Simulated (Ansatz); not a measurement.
**Phases of K at 2.5 GPa**

Structure types of K are relaxed in primitive cells with their symmetry kept at 2.5 GPa, on PAW files; LAPW relaxes the small cells further and takes the PAW cell for the others (marked *). The enthalpy is E + pV at zero temperature, without zero-point motion. Only the types listed were tried, and differences under about 5 meV/atom are mesh noise. The real phase may be another.

Computed with Ansatz 0.2.0; functional PBE, scalar-relativistic. Settings: Fermi–Dirac smearing of 0.05 eV, no spin polarisation. Methods: LAPW: all electrons, basis error target 0.5 meV/atom; PAW: frozen-core files, cutoff 420 eV.

k meshes: fcc 11×11×11, bcc 12×12×12, hcp 11×11×6, diamond 8×8×8, omega 6×6×8, hP4 7×7×4.

Question: Which type is lowest in enthalpy, and by how much?

Answer: dhcp, 6 meV/atom below bcc. The whole table:

```csv
start type,ends as,"a, b, c (Å)",V (Å³/atom),"H − H(lowest), LAPW (meV/atom)","same, PAW"
fcc,"fcc, Fm-3m","5.911, 5.911, 5.911",51.62,6.6,6.6
bcc,"bcc, Im-3m","4.691, 4.691, 4.691",51.62,6.0,6.0
hcp,"hcp, P6_3/mmc","4.161, 4.161, 6.895",51.68,7.8,7.8
diamond,"diamond, Fd-3m","7.656, 7.656, 7.656",56.09,504.9,504.7
omega,"omega, P6/mmm","6.717, 6.717, 3.969",51.69,17.8,17.7
hP4*,"dhcp, P6_3/mmc","4.158, 4.158, 13.782",51.58,0.0,0.0
```
